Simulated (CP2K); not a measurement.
# SnTe (Fm-3m) in CP2K: notebook

One crystal, SnTe, is run at these levels: LDA; tasks: single point, equation of state.

Program: CP2K 2026.2. These are calculated values, not measurements. Logs are shortened: lines on timing, memory, paths and dates and some standing lists are left out, and cuts for length are marked.

**1. The structure**

The structure is cubic, space group Fm-3m (No. 225). The conventional cell has a = 6.302 Å, b = 6.302 Å, c = 6.302 Å, α = 90.00°, β = 90.00°, γ = 90.00°. Te (site symmetry m-3m) has 6 Sn at 3.15 Å as nearest neighbours. Sn (site symmetry m-3m) has 6 Te at 3.15 Å as nearest neighbours.

**2. Single point, LDA, 31.28 Å³/atom**

File snte_eos.inp:

```
&GLOBAL
  PROJECT snte_eos
  RUN_TYPE ENERGY_FORCE
  PRINT_LEVEL LOW
&END GLOBAL
&FORCE_EVAL
  METHOD QS
  STRESS_TENSOR ANALYTICAL
  &DFT
    BASIS_SET_FILE_NAME BASIS_MOLOPT_UZH
    POTENTIAL_FILE_NAME GTH_POTENTIALS
    &MGRID
      CUTOFF 450
      REL_CUTOFF 60
      NGRIDS 5
    &END MGRID
    &QS
      METHOD GPW
      EPS_DEFAULT 1.0E-9
    &END QS
    &KPOINTS
      SCHEME MONKHORST-PACK 7 7 7
      GAMMA_CENTERED T
      SYMMETRY T
      SYMMETRY_BACKEND SPGLIB
    &END KPOINTS
    &SCF
      SCF_GUESS ATOMIC
      EPS_SCF 1.0E-6
      MAX_SCF 100
      ADDED_MOS 10
      CHOLESKY OFF
      EPS_EIGVAL 1.0E-7
      &DIAGONALIZATION ON
        ALGORITHM STANDARD
      &END DIAGONALIZATION
      &MIXING ON
        METHOD BROYDEN_MIXING
        ALPHA 0.4
        BETA 1.5
        NBUFFER 8
      &END MIXING
      &SMEAR ON
        METHOD FERMI_DIRAC
        ELECTRONIC_TEMPERATURE 300.56
      &END SMEAR
    &END SCF
    &XC
      &XC_FUNCTIONAL
        &LDA_X
        &END LDA_X
        &LDA_C_PW
        &END LDA_C_PW
      &END XC_FUNCTIONAL
    &END XC
    &PRINT
      &KPOINTS ON
      &END KPOINTS
      &MULLIKEN ON
      &END MULLIKEN
      &MO ON
        ENERGIES T
        OCCUPATION_NUMBERS T
        &EACH
          QS_SCF 0
        &END EACH
        ADD_LAST NUMERIC
      &END MO
    &END PRINT
  &END DFT
  &SUBSYS
    &CELL
      ABC 4.4559748030 4.4559748030 4.4559748030
      ALPHA_BETA_GAMMA 60.0000000003 60.0000000003 59.9999999999
      PERIODIC XYZ
    &END CELL
    &COORD
      SCALED
      Te  0.5000000000 0.5000000000 0.5000000000
      Sn  0.0000000000 0.0000000000 0.0000000000
    &END COORD
    &KIND Te
      BASIS_SET TZVP-MOLOPT-PBE-GTH-q6
      POTENTIAL GTH-PADE-q6
    &END KIND
    &KIND Sn
      BASIS_SET TZVP-MOLOPT-PBE-GTH-q4
      POTENTIAL GTH-PADE-q4
    &END KIND
    &PRINT
      &ATOMIC_COORDINATES ON
      &END ATOMIC_COORDINATES
      &CELL ON
      &END CELL
    &END PRINT
  &END SUBSYS
  &PRINT
    &FORCES ON
    &END FORCES
    &STRESS_TENSOR ON
    &END STRESS_TENSOR
  &END PRINT
&END FORCE_EVAL
```

Potentials or basis: GTH_POTENTIALS Te GTH-PADE-q6, Sn GTH-PADE-q4; TZVP-MOLOPT-PBE-GTH basis.

Command:

```sh
$ OMP_NUM_THREADS=1 cp2k.psmp -i snte_eos.inp -o snte_eos.out
```

snte_eos.out:

```text

 CP2K| version string:                                       CP2K version 2026.2
 CP2K| Input file name                                              snte_eos.inp

 GLOBAL| Force Environment number                                              1
 GLOBAL| Basis set file name                                    BASIS_MOLOPT_UZH
 GLOBAL| Potential file name                                      GTH_POTENTIALS
 GLOBAL| MM Potential file name                                     MM_POTENTIAL
 GLOBAL| Coordinate file name                                      __STD_INPUT__
 GLOBAL| Method name                                                        CP2K
 GLOBAL| Project name                                                   snte_eos
 GLOBAL| Run type                                                   ENERGY_FORCE
 GLOBAL| FFT library                                                       FFTW3
[... 6 lines left out ...]
 GLOBAL| Total number of message passing processes                             1
 GLOBAL| Number of threads for this process                                    1
 GLOBAL| CPU model name                          Intel(R) Xeon(R) Platinum 8488C

 CELL| Volume [angstrom^3]:                                            62.562368
 CELL| Vector a [angstrom]:       4.456     0.000     0.000   |a| =     4.455975
 CELL| Vector b [angstrom]:       2.228     3.859     0.000   |b| =     4.455975
 CELL| Vector c [angstrom]:       2.228     1.286     3.638   |c| =     4.455975
 CELL| Angle (b,c), alpha [degree]:                                    60.000000
 CELL| Angle (a,c), beta  [degree]:                                    60.000000
 CELL| Angle (a,b), gamma [degree]:                                    60.000000
 CELL| Numerically orthorhombic:                                              NO
 CELL| Periodicity                                                           XYZ

 CELL_REF| Volume [angstrom^3]:                                        62.562368
 CELL_REF| Vector a [angstrom     4.456     0.000     0.000   |a| =     4.455975
 CELL_REF| Vector b [angstrom     2.228     3.859     0.000   |b| =     4.455975
 CELL_REF| Vector c [angstrom     2.228     1.286     3.638   |c| =     4.455975
 CELL_REF| Angle (b,c), alpha [degree]:                                60.000000
 CELL_REF| Angle (a,c), beta  [degree]:                                60.000000
 CELL_REF| Angle (a,b), gamma [degree]:                                60.000000
 CELL_REF| Numerically orthorhombic:                                          NO
 CELL_REF| Periodicity                                                       XYZ
[... 9 lines left out ...]
 TOTAL NUMBERS AND MAXIMUM NUMBERS

  Total number of            - Atomic kinds:                                   2
                             - Atoms:                                          2
                             - Shell sets:                                     2
                             - Shells:                                        14
                             - Primitive Cartesian functions:                  8
                             - Cartesian basis functions:                     36
                             - Spherical basis functions:                     34

  Maximum angular momentum of- Orbital basis functions:                        2
                             - Local part of the GTH pseudopotential:          0
                             - Non-local part of the GTH pseudopotential:      4

 MODULE QUICKSTEP: ATOMIC COORDINATES IN ANGSTROM

   Atom Kind Element         X             Y             Z       Z(eff)     Mass
      1    1 Te   52      4.455975      2.572658      1.819144   6.0000 127.6000
      2    2 Sn   50      0.000000      0.000000      0.000000   4.0000 118.7100

 SCF PARAMETERS         Density guess:                                    ATOMIC
                        --------------------------------------------------------
                        max_scf:                                             100
[... 7 lines left out ...]
                        --------------------------------------------------------
                        level_shift [a.u.]:                             0.000000
                        added MOs                                        10    0
                        --------------------------------------------------------
                        Mixing method:                            BROYDEN_MIXING
                                                charge density mixing in g-space
                        --------------------------------------------------------
                        Smear method:                                FERMI_DIRAC
                        Electronic temperature [K]:                        300.6
                        Electronic temperature [a.u.]:                  9.52E-04
[... 46 lines left out ...]
     6 Broy./Diag. 0.40E+00    0.9     0.00077175       -11.8238070242  5.20E-03
     7 Broy./Diag. 0.40E+00    0.9     0.00021240       -11.8225216470  1.29E-03
     8 Broy./Diag. 0.40E+00    0.9     0.00004435       -11.8226723344 -1.51E-04
     9 Broy./Diag. 0.40E+00    0.9     0.00002711       -11.8225945848  7.77E-05
    10 Broy./Diag. 0.40E+00    1.0     0.00001605       -11.8226346955 -4.01E-05
    11 Broy./Diag. 0.40E+00    0.9     0.00000107       -11.8226328040  1.89E-06
    12 Broy./Diag. 0.40E+00    0.8     0.00000090       -11.8226340930 -1.29E-06

  *** SCF run converged in    12 steps ***

  Electronic density on regular grids:         -9.9999999999        0.0000000001
  Core density on regular grids:                9.9999999671       -0.0000000329
  Total charge density on r-space grids:       -0.0000000328
  Total charge density g-space grids:          -0.0000000328

  Overlap energy of the core charge distribution:               0.00000000002362
  Self energy of the core charge distribution:                -25.12194509279122
  Core Hamiltonian energy:                                      5.03199995764845
  Hartree energy:                                              11.08506468962806
  Exchange-correlation energy:                                 -2.81775364529063
  Electronic entropic energy:                                  -0.00000000226133
  Fermi energy:                                                 0.17190600864631

  Total energy:                                               -11.82263409304304
  Total energy (extrapolated to T->0):                        -11.82263409191238

 MO| EIGENVALUES AND OCCUPATION NUMBERS FOR K POINT 1
 MO|
 MO|  Index      Eigenvalue [a.u.]        Eigenvalue [eV]             Occupation
 MO|      1              -0.260096              -7.077584               2.000000
 MO|      2              -0.134060              -3.647961               2.000000
 MO|      3               0.101586               2.764293               2.000000
 MO|      4               0.101586               2.764295               2.000000
 MO|      5               0.159262               4.333740               1.999997
 MO|      6               0.185112               5.037148               0.000002
 MO|      7               0.186177               5.066134               0.000001
 MO|      8               0.186177               5.066135               0.000001
 MO|      9               0.491025              13.361463               0.000000
 MO|     10               0.558288              15.191788               0.000000
 MO|     11               0.558288              15.191794               0.000000
 MO|     12               0.575784              15.667886               0.000000
 MO|     13               0.673692              18.332097               0.000000
[... 274 lines left out ...]
 MO|      4               0.096277               2.619831               2.000000
 MO|      5               0.138114               3.758278               2.000000
 MO|      6               0.216572               5.893214               0.000000
 MO|      7               0.216572               5.893216               0.000000
 MO|      8               0.221398               6.024534               0.000000
 MO|      9               0.433120              11.785802               0.000000
 MO|     10               0.467088              12.710111               0.000000
 MO|     11               0.467088              12.710114               0.000000
 MO|     12               0.596104              16.220806               0.000000
 MO|     13               0.619952              16.869757               0.000000
 MO|     14               0.619952              16.869759               0.000000
 MO|     15               0.791067              21.526027               0.000000
 MO| Sum:                                                              10.000000
 MO| E(Fermi):            0.171906 a.u.          4.677800 eV

 [... the levels of further k-points ...]

 !-----------------------------------------------------------------------------!
                     Mulliken Population Analysis

 #  Atom  Element  Kind  Atomic population                           Net charge
       1     Te       1          6.247238                             -0.247238
       2     Sn       2          3.752762                              0.247238
 # Total charge                             10.000000                  0.000000

 !-----------------------------------------------------------------------------!

 ENERGY| Total FORCE_EVAL ( QS ) energy [hartree]            -11.822635112787561

 FORCES| Atomic forces [hartree/bohr]
 FORCES|   Atom     x               y               z               |f|
 FORCES|      1  5.85132698E-13  3.34775982E-14  2.37599400E-13   6.32419559E-13
 FORCES|      2  2.10123806E-15  1.55792861E-15  2.09875755E-15   3.35367353E-15
 FORCES| Sum     5.87233936E-13  3.50355268E-14  2.39698157E-13
 FORCES| Total atomic force                                       6.35237271E-13

 STRESS| Analytical stress tensor [bar]
 STRESS|                        x                   y                   z
 STRESS|      x       -1.26277934426E+04  -7.26840290888E-03   1.03681699521E-02
 STRESS|      y       -7.26840290888E-03  -1.26277928512E+04  -1.72397595699E-03
 STRESS|      z        1.03681699521E-02  -1.72397595699E-03  -1.26279648836E+04
 STRESS| 1/3 Trace                                            -1.26278503924E+04
 STRESS| Determinant                                          -2.01366992575E+12

 STRESS| Eigenvectors and eigenvalues of the analytical stress tensor [bar]
 STRESS|                        1                   2                   3
 STRESS| Eigenvalues  -1.26279655179E+04  -1.26278001885E+04  -1.26277854710E+04
 STRESS|      x          -0.059829474031      0.705585354142     -0.706094711818
 STRESS|      y           0.007447729930      0.707657715985      0.706516162820
 STRESS|      z           0.998180827985      0.037011687697     -0.047593798101
```

Wall time 13 s (1 thread of Intel Xeon Platinum 8488C (Sapphire Rapids), shared host); peak memory 0.33 GiB.

Results:

* Free energy: -321.7103 eV
* Pressure: -1.3 GPa
* Mulliken charges: Te -0.25; Sn +0.25 e

Caveat: Mulliken charges move with the basis; this odd mesh misses L, where the gap lies, so gap, dielectric constants and Born charges aren't listed; the basis of atomic orbitals isn't converged, which shifts pressures, moduli and gaps.

**3. Single point, LDA, 30.66 Å³/atom (volume scaled by 0.98)**

Edit snte_eos.inp of step 2 so:

```diff
@@ -11,2 +11,3 @@
     POTENTIAL_FILE_NAME GTH_POTENTIALS
+    WFN_RESTART_FILE_NAME previous-RESTART.kp
     &MGRID
@@ -27,3 +28,3 @@
     &SCF
-      SCF_GUESS ATOMIC
+      SCF_GUESS RESTART
       EPS_SCF 1.0E-6
@@ -72,4 +73,4 @@
     &CELL
-      ABC 4.4559748030 4.4559748030 4.4559748030
-      ALPHA_BETA_GAMMA 60.0000000003 60.0000000003 59.9999999999
+      ABC 4.4260680307 4.4260680308 4.4260680308
+      ALPHA_BETA_GAMMA 60.0000000001 60.0000000000 59.9999999997
       PERIODIC XYZ
```

Potentials or basis: GTH_POTENTIALS Te GTH-PADE-q6, Sn GTH-PADE-q4; TZVP-MOLOPT-PBE-GTH basis.

Command:

```sh
$ OMP_NUM_THREADS=1 cp2k.psmp -i snte_eos.inp -o snte_eos.out
```

Run time: 15 s. Hardware: 1 thread of Intel Xeon Platinum 8488C (Sapphire Rapids), shared host; peak memory 0.33 GiB.

The run converged. Its results:

```yaml
Free_energy: -321.7167 eV
Pressure: -0.4 GPa
Mulliken_charges: Te -0.23; Sn +0.23 e
```

Caveat: Mulliken charges move with the basis; this odd mesh misses L, where the gap lies, so gap, dielectric constants and Born charges aren't listed; the basis of atomic orbitals isn't converged, which shifts pressures, moduli and gaps.

**4. Single point, LDA, 31.91 Å³/atom (volume scaled by 1.02)**

Edit snte_eos.inp of step 3 so:

```diff
@@ -73,4 +73,4 @@
     &CELL
-      ABC 4.4260680307 4.4260680308 4.4260680308
-      ALPHA_BETA_GAMMA 60.0000000001 60.0000000000 59.9999999997
+      ABC 4.4854854299 4.4854854299 4.4854854300
+      ALPHA_BETA_GAMMA 60.0000000001 60.0000000000 59.9999999995
       PERIODIC XYZ
```

Command:

```sh
$ OMP_NUM_THREADS=1 cp2k.psmp -i snte_eos.inp -o snte_eos.out
```

Wall time 17 s (1 thread of Intel Xeon Platinum 8488C (Sapphire Rapids), shared host); peak memory 0.33 GiB.

Results (log left out):

| Item | Value |
| --- | --- |
| Free energy | -321.6972 eV |
| Pressure | -2.1 GPa |
| Mulliken charges | Te -0.27; Sn +0.27 e |

Caveat: Mulliken charges move with the basis; this odd mesh misses L, where the gap lies, so gap, dielectric constants and Born charges aren't listed; the basis of atomic orbitals isn't converged, which shifts pressures, moduli and gaps.

**5. Single point, LDA, 30.03 Å³/atom (volume scaled by 0.96)**

Edit snte_eos.inp of step 4 so:

```diff
@@ -73,4 +73,4 @@
     &CELL
-      ABC 4.4854854299 4.4854854299 4.4854854300
-      ALPHA_BETA_GAMMA 60.0000000001 60.0000000000 59.9999999995
+      ABC 4.3957515448 4.3957515448 4.3957515448
+      ALPHA_BETA_GAMMA 60.0000000008 60.0000000003 59.9999999999
       PERIODIC XYZ
```

Command:

```sh
$ OMP_NUM_THREADS=1 cp2k.psmp -i snte_eos.inp -o snte_eos.out
```

Wall time 15 s (1 thread of Intel Xeon Platinum 8488C (Sapphire Rapids), shared host); peak memory 0.33 GiB.

The run converged. Its results:

```
Free energy      : -321.7156 eV
Pressure         : 0.6 GPa
Mulliken charges : Te -0.20; Sn +0.20 e
```

Caveat: Mulliken charges move with the basis; this odd mesh misses L, where the gap lies, so gap, dielectric constants and Born charges aren't listed; the basis of atomic orbitals isn't converged, which shifts pressures, moduli and gaps.

**6. Single point, LDA, 32.53 Å³/atom (volume scaled by 1.04)**

Edit snte_eos.inp of step 5 so:

```diff
@@ -73,4 +73,4 @@
     &CELL
-      ABC 4.3957515448 4.3957515448 4.3957515448
-      ALPHA_BETA_GAMMA 60.0000000008 60.0000000003 59.9999999999
+      ABC 4.5146127748 4.5146127748 4.5146127748
+      ALPHA_BETA_GAMMA 60.0000000004 60.0000000004 59.9999999998
       PERIODIC XYZ
```

Potentials or basis: GTH_POTENTIALS Te GTH-PADE-q6, Sn GTH-PADE-q4; TZVP-MOLOPT-PBE-GTH basis.

Command:

```sh
$ OMP_NUM_THREADS=1 cp2k.psmp -i snte_eos.inp -o snte_eos.out
```

It took 14 s on 1 thread of Intel Xeon Platinum 8488C (Sapphire Rapids), shared host; peak memory 0.33 GiB.

The run converged. Its results:

```yaml
Free_energy: -321.6782 eV
Pressure: -2.8 GPa
Mulliken_charges: Te -0.28; Sn +0.28 e
```

Caveat: Mulliken charges move with the basis; this odd mesh misses L, where the gap lies, so gap, dielectric constants and Born charges aren't listed; the basis of atomic orbitals isn't converged, which shifts pressures, moduli and gaps.

**7. Single point, LDA, 29.40 Å³/atom (volume scaled by 0.94)**

Edit snte_eos.inp of step 6 so:

```diff
@@ -73,4 +73,4 @@
     &CELL
-      ABC 4.5146127748 4.5146127748 4.5146127748
-      ALPHA_BETA_GAMMA 60.0000000004 60.0000000004 59.9999999998
+      ABC 4.3650110178 4.3650110178 4.3650110179
+      ALPHA_BETA_GAMMA 60.0000000000 60.0000000004 59.9999999999
       PERIODIC XYZ
```

Command:

```sh
$ OMP_NUM_THREADS=1 cp2k.psmp -i snte_eos.inp -o snte_eos.out
```

Run time: 16 s. Hardware: 1 thread of Intel Xeon Platinum 8488C (Sapphire Rapids), shared host; peak memory 0.33 GiB.

The run converged. Its results:

| Property | Result |
| --- | --- |
| Free energy | -321.7063 eV |
| Pressure | 1.8 GPa |
| Mulliken charges | Te -0.18; Sn +0.18 e |

Caveat: Mulliken charges move with the basis; this odd mesh misses L, where the gap lies, so gap, dielectric constants and Born charges aren't listed; the basis of atomic orbitals isn't converged, which shifts pressures, moduli and gaps.

**8. Single point, LDA, 33.16 Å³/atom (volume scaled by 1.06)**

Edit snte_eos.inp of step 7 so:

```diff
@@ -73,4 +73,4 @@
     &CELL
-      ABC 4.3650110178 4.3650110178 4.3650110179
-      ALPHA_BETA_GAMMA 60.0000000000 60.0000000004 59.9999999999
+      ABC 4.5433690455 4.5433690456 4.5433690456
+      ALPHA_BETA_GAMMA 60.0000000003 59.9999999997 59.9999999996
       PERIODIC XYZ
```

Command:

```sh
$ OMP_NUM_THREADS=1 cp2k.psmp -i snte_eos.inp -o snte_eos.out
```

Run time: 14 s. Hardware: 1 thread of Intel Xeon Platinum 8488C (Sapphire Rapids), shared host; peak memory 0.33 GiB.

It converged, with:

```yaml
Free_energy: -321.6538 eV
Pressure: -3.4 GPa
Mulliken_charges: Te -0.30; Sn +0.30 e
```

Caveat: Mulliken charges move with the basis; this odd mesh misses L, where the gap lies, so gap, dielectric constants and Born charges aren't listed; the basis of atomic orbitals isn't converged, which shifts pressures, moduli and gaps.

**9. Equation of state, LDA**

Potentials or basis: GTH_POTENTIALS Te GTH-PADE-q6, Sn GTH-PADE-q4; TZVP-MOLOPT-PBE-GTH basis.

No new run: the results of the series are fitted here.

What came out:

```yaml
Equilibrium_volume: 30.42 Å³/atom
Bulk_modulus: 48 GPa
Pressure_derivative_of_the_bulk_modulus: 4.4
```

Energy against volume, from the lowest point:
```tsv
volume (Å³/atom)	energy (meV/atom)
29.404	5.21
30.030	0.52
30.656	0.00
31.281	3.20
31.907	9.74
32.532	19.25
33.158	31.43
```

Caveat: this odd mesh misses L, where the gap lies, so gap, dielectric constants and Born charges aren't listed; the basis of atomic orbitals isn't converged, which shifts pressures, moduli and gaps.
